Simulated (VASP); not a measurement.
# BN (Qingsongite) (F-43m) in VASP: settings compared, part 2 of 2

VASP 6.6.1. The steps go on from the part before.

### 3 Single point, LDA

This run uses another cell than the first one, of 5.74 Å³/atom, 0.964 times its volume.

Input file INCAR:

```
  PREC = Accurate
  ENCUT = 520
  EDIFF = 1E-6
  ISMEAR = 0
  SIGMA = 0.01
  LREAL = F
  LASPH = T
  NELM = 60
  ALGO = Normal
  ISIF = 2
  LWAVE = F
  LCHARG = F
  NBANDS = 11
```

Input file KPOINTS:

```
Automatic mesh
0
Gamma
  10 10 10
```

Input file POSCAR:

```
BN
1.0
    0.0000000000      1.7903545940      1.7903545940
    1.7903545940      0.0000000000      1.7903545940
    1.7903545940      1.7903545940      0.0000000000
B N
1 1
Direct
    0.0000000000      0.0000000000      0.0000000000
    0.2500000000      0.2500000000      0.2500000000
```

Potentials or basis: VASP PAW LDA potentials, release 64 (B, N).

Started as:

```console
> cat potpaw_LDA.64/B/POTCAR potpaw_LDA.64/N/POTCAR > POTCAR
> mpirun -np 1 vasp_std > vasp.out
```

OUTCAR:

```text
PREC = Accurate
   ENCUT = 520
   EDIFF = 1E-6
   ISMEAR = 0
   LREAL = F
   LASPH = T
   NELM = 60
   ISIF = 2

 ion  position               nearest neighbor table
   1  0.000  0.000  0.000-   2 1.55   2 1.55   2 1.55   2 1.55
   2  0.250  0.250  0.250-   1 1.55   1 1.55   1 1.55   1 1.55

  LATTYP: Found a face centered cubic cell.
 ALAT       =     3.5807091880

  Lattice vectors:

[... 519 lines left out ...]
     11      39.8866      0.00000

 [... further k-points ...]

------------------------ aborting loop because EDIFF is reached ----------------------------------------

  FORCE on cell =-STRESS in cart. coord.  units (eV):
  Direction    XX          YY          ZZ          XY          YZ          ZX
  --------------------------------------------------------------------------------------
  -------------------------------------------------------------------------------------
  Total        0.0690497      0.0690497      0.0690497     -0.0000000     -0.0000000      0.0000000
  in kB        9.6388542      9.6388542      9.6388542     -0.0000000     -0.0000000      0.0000000
  external PRESSURE =       9.6388542 kB  Pullay stress =       0.0000000 kB

 VOLUME and BASIS-vectors are now :
 -----------------------------------------------------------------------------
  energy-cutoff  :      520.00
  volume of cell :       11.48
      direct lattice vectors                 reciprocal lattice vectors
     0.000000000  1.790354594  1.790354594    -0.279274285  0.279274285  0.279274285
     1.790354594  0.000000000  1.790354594     0.279274285 -0.279274285  0.279274285
     1.790354594  1.790354594  0.000000000     0.279274285  0.279274285 -0.279274285

 POSITION                                       TOTAL-FORCE (eV/Angst)
 -----------------------------------------------------------------------------------
      0.00000      0.00000      0.00000        -0.000000     -0.000000     -0.000000
      0.89518      0.89518      0.89518         0.000000      0.000000      0.000000
 -----------------------------------------------------------------------------------
    total drift:                               -0.000000     -0.000000     -0.000000

  FREE ENERGIE OF THE ION-ELECTRON SYSTEM (eV)
  ---------------------------------------------------
  free  energy   TOTEN  =       -19.4137934240 eV

  energy  without entropy=      -19.4137934240  energy(sigma->0) =      -19.41379342
```

stdout:

```text
POSCAR found type information on POSCAR B N
 POSCAR found :  2 types and       2 ions
 scaLAPACK will be used
 LDA part: xc-table for (Slater(with rela. corr.)+CA(PZ))
 , standard interpolation
 POSCAR, INCAR and KPOINTS ok, starting setup
 FFT: planning ... GRIDC
 FFT: planning ... GRID_SOFT
 FFT: planning ... GRID
 WAVECAR not read
 entering main loop
```

Run time: 3.7 s. Hardware: 1 thread of Intel Xeon 6975P-C, shared host; peak memory 0.11 GiB.

Results:

- Free energy: -19.4138 eV
- Pressure: 1.0 GPa
- Band gap on the k mesh: 4.38 eV, indirect (least direct gap 8.82 eV)

Levels at points of the mesh, in eV from the valence-band top:
```csv
k point,band 2,band 3,band 4,band 5,band 6,band 7
"(0.00, 0.00, 0.00)",0.00,0.00,0.00,8.82,8.82,8.82
"(0.50, 0.00, 0.00)",-10.98,-2.00,-2.00,10.59,10.72,10.72
"(0.50, 0.50, 0.00)",-9.07,-5.07,-5.07,4.38,9.31,18.14
```

### 4 Single point, r2SCAN

This run uses another cell than the first one, of 5.88 Å³/atom, 0.988 times its volume.

Input file POSCAR:

```
BN
1.0
    0.0000000000      1.8048321642      1.8048321642
    1.8048321642      0.0000000000      1.8048321642
    1.8048321642      1.8048321642      0.0000000000
B N
1 1
Direct
    0.0000000000      0.0000000000      0.0000000000
    0.2500000000      0.2500000000      0.2500000000
```

Input file INCAR.step1:

```
  PREC = Accurate
  ENCUT = 520
  ISMEAR = 0
  SIGMA = 0.01
  LREAL = False
  LASPH = True
  NELM = 100
  NBANDS = 11
  GGA = PE
  ALGO = Normal
  EDIFF = 1E-4
  LWAVE = True
  LCHARG = False
```

Input file INCAR.step2:

```
  PREC = Accurate
  ENCUT = 520
  EDIFF = 1E-7
  ISMEAR = 0
  SIGMA = 0.01
  LREAL = False
  LASPH = True
  NELM = 100
  ALGO = Normal
  ISIF = 2
  LWAVE = False
  LCHARG = True
  METAGGA = R2SCAN
  LMIXTAU = True
  LELF = True
  LVHAR = True
  NBANDS = 11
  ISTART = 1
```

KPOINTS is that of step 3.

Potentials or basis: VASP PAW PBE potentials, release 64 (B, N).

Started as:

```console
> cat potpaw_PBE.64/B/POTCAR potpaw_PBE.64/N/POTCAR > POTCAR
> cp INCAR.step1 INCAR
> mpirun -np 1 vasp_std > vasp.out
> cp INCAR.step2 INCAR
> mpirun -np 1 vasp_std > vasp.out
```

Run time: 17 s. Hardware: 1 thread of Intel Xeon 6975P-C, shared host; peak memory 0.12 GiB.

It converged, with:

```yaml
Free_energy: -19.1716 eV
Pressure: 1.1 GPa
Band_gap_on_the_k_mesh: 4.98 eV, indirect (least direct gap 9.55 eV)
```

Levels at points of the mesh, in eV from the valence-band top:
```tsv
k point	band 2	band 3	band 4	band 5	band 6	band 7
(0.00, 0.00, 0.00)	0.00	0.00	0.00	9.55	9.55	9.55
(0.50, 0.00, 0.00)	-11.12	-2.02	-2.02	10.85	11.49	11.49
(0.50, 0.50, 0.00)	-9.35	-5.12	-5.12	4.98	9.84	19.33
```

Caveat: the PAW data sets were made with another functional, which shifts forces and pressure a little.

### 5 Relaxation of cell and atoms, PBE

This run uses another cell than the first one, of 5.91 Å³/atom, 0.992 times its volume.

Input file INCAR:

```
PREC = Accurate ; ENCUT = 600
EDIFF = 1E-6 ; ISMEAR = 0
SIGMA = 0.01 ; LREAL = False
LASPH = True ; NELM = 80
ALGO = Normal ; ISIF = 3
LWAVE = False ; LCHARG = False
GGA = PE ; IBRION = 2
NSW = 50 ; EDIFFG = -0.01
```

Input file KPOINTS:

```
regular mesh
0
Gamma
  10 10 10
```

Input file POSCAR:

```
BN
1.0
    0.0000000000      1.8075000000      1.8075000000
    1.8075000000      0.0000000000      1.8075000000
    1.8075000000      1.8075000000      0.0000000000
B N
1 1
Direct
    0.0000000000      0.0000000000      0.0000000000
    0.2500000000      0.2500000000      0.2500000000
```

Started as:

```console
> cat potpaw_PBE.64/B/POTCAR potpaw_PBE.64/N/POTCAR > POTCAR
> mpirun -np 1 vasp_std > vasp.out
```

Run time: 7.5 s. Hardware: 1 thread of Intel Xeon 6975P-C, shared host; peak memory 0.12 GiB.

Results (log left out):

```yaml
Free_energy: -17.4543 eV
Relaxed_volume: 5.95 Å³/atom
Relaxed_cell: a = 2.563 Å, b = 2.563 Å, c = 2.563 Å, α = 60.00°, β = 60.00°, γ = 60.00°
Space_group_after_relaxing_to_0.05_Å: F-43m (No. 216)
Energy_gained_by_relaxing: 0.4 meV/atom
Ionic_steps: 3
Pressure_after_relaxing: 0.0 GPa
Band_gap_on_the_k_mesh: 4.45 eV, indirect (least direct gap 8.78 eV)
```

The path:
```tsv
step	energy change (eV)	largest force (eV/Å)	pressure (GPa)	volume (Å³)
1	0.0000	0.0000	3.02	11.81
2	0.0000	0.0000	-2.99	12.00
3	-0.0009	0.0000	0.01	11.90
```

Final structure:
```
B N
1.0
     0.00000    1.81228    1.81228
     1.81228    0.00000    1.81228
     1.81228    1.81228    0.00000
B N
1 1
Cartesian
  0.0000 0.0000 0.0000
  0.9061 0.9061 0.9061
```

Levels at points of the mesh, in eV from the valence-band top:
| k point | band 1 | band 2 | band 3 | band 4 | band 5 | band 6 | band 7 | band 8 |
| --- | --- | --- | --- | --- | --- | --- | --- | --- |
| (0.00, 0.00, 0.00) | -20.14 | 0.00 | 0.00 | 0.00 | 8.78 | 8.78 | 8.78 | 10.22 |
| (0.50, 0.00, 0.00) | -15.96 | -10.62 | -1.93 | -1.93 | 10.04 | 10.66 | 10.66 | 15.18 |
| (0.50, 0.50, 0.00) | -14.61 | -8.86 | -4.86 | -4.86 | 4.45 | 9.19 | 17.80 | 17.80 |

### 6 Summary

| task | level | potentials or basis | cell | cutoff (eV) | gap on the mesh (eV) | pressure (GPa) |
| --- | --- | --- | --- | --- | --- | --- |
| single point | PBE | VASP PAW PBE potentials, release 64 (B, N) | a = 2.563 Å, angles 60.0°, 2 atoms | 520 | 4.45 | 0.2 |
| single point | LDA | VASP PAW LDA potentials, release 64 (B, N) | a = 2.532 Å, angles 60.0°, 2 atoms | 520 | 4.38 | 1.0 |
| single point | r2SCAN | VASP PAW PBE potentials, release 64 (B, N) | a = 2.552 Å, angles 60.0°, 2 atoms | 520 | 4.98 | 1.1 |
| relaxation of cell and atoms | PBE | VASP PAW PBE potentials, release 64 (B, N) | relaxed from a = 2.556 Å, angles 60.0°, 2 atoms | 600 | 4.45 | 0.0 |

Alike in all rows: no spin polarisation; k mesh 10 × 10 × 10; smearing gaussian 0.01 eV.

Caveats: the PAW data sets were made with another functional, which shifts forces and pressure a little (some runs).

Absolute energies hang on the potentials; compare differences alone.

### 7 How close it comes

Step 2. Measured gap of BN: 6.4 eV (indirect; 300 K; a printed reference work, monograph). This calculation gives 4.45 eV (-1.95 eV). The value is that of PBE on a finite k mesh, which can miss the band edges, without temperature or zero-point motion. Semilocal functionals fall short of measured gaps as a rule.

Step 3. A measured gap of BN is 6.4 eV (indirect; 300 K; a printed reference work, monograph); the calculated 4.38 eV misses it by -2.02 eV. The value is that of LDA on a finite k mesh, which can miss the band edges, without temperature or zero-point motion. Semilocal functionals fall short of measured gaps as a rule.

Step 4. A measured gap of BN is 6.4 eV (indirect; 300 K; a printed reference work, monograph); the calculated 4.98 eV misses it by -1.42 eV. The value is that of r2SCAN on a finite k mesh, which can miss the band edges, without temperature or zero-point motion.
